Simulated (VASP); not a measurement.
Here is a VASP 6.6.1 calculation.

File INCAR:

```
SYSTEM = GaSb
ALGO     = Normal         ! electronic algorithm
EDIFF    = 1E-7           ! SCF threshold, eV
ENCUT    = 520            ! plane-wave cutoff, eV
GGA      = RE             ! functional
ISIF     = 2              ! what is computed and relaxed
ISMEAR   = -1             ! smearing method
IVDW     = 13             ! dispersion correction
LASPH    = .True.         ! aspherical terms in the spheres
LCHARG   = .False.        ! write CHGCAR
LREAL    = .False.        ! projectors in reciprocal space
LWAVE    = .False.        ! write WAVECAR
NBANDS   = 16             ! bands
NELM     = 100            ! most SCF steps
PREC     = Accurate       ! precision mode
SIGMA    = 0.05           ! smearing width, eV
```

KPOINTS

```
k-points
0
Gamma
  8 8 8
  0 0 0
```

File POSCAR:

```
GaSb
1.0
    0.0000000000      3.0384691801      3.0384691801
    3.0384691801      0.0000000000      3.0384691801
    3.0384691801      3.0384691801      0.0000000000
Sb Ga
1 1
Direct
    0.7500000000      0.7500000000      0.7500000000
    0.0000000000      0.0000000000      0.0000000000
```

Potentials or basis: VASP PAW PBE potentials, release 64 (Sb, Ga_d).

Run with:

```bash
$ cat potpaw_PBE.64/Sb/POTCAR potpaw_PBE.64/Ga_d/POTCAR > POTCAR
$ mpirun -np 1 vasp_std > vasp.out
```

Question: Estimate the band gap on the k mesh.

Answer: 0.25 eV, direct.

Question: Predict the pressure.

Answer: 0.5 GPa.

Question: Estimate the dispersion energy per atom.

Answer: -0.676 eV.

Caveat: the PAW data sets were made with another functional, which shifts forces and pressure a little; spin-orbit coupling is left out, which moves the levels of the heavy elements.

**Experimental background.**

From a printed reference work, data compilation, for a bulk crystal of GaSb at 4.2 K: band gap 0.811 eV (direct).

Against the measured gap of GaSb, 0.811 eV (direct; 4.2 K; a printed reference work, data compilation), the calculated 0.25 eV is off by -0.56 eV. Spin-orbit coupling on Ga, Sb is left out. The value is that of revPBE+D4 on a finite k mesh, which can miss the band edges, without temperature or zero-point motion. Semilocal functionals fall short of measured gaps as a rule.
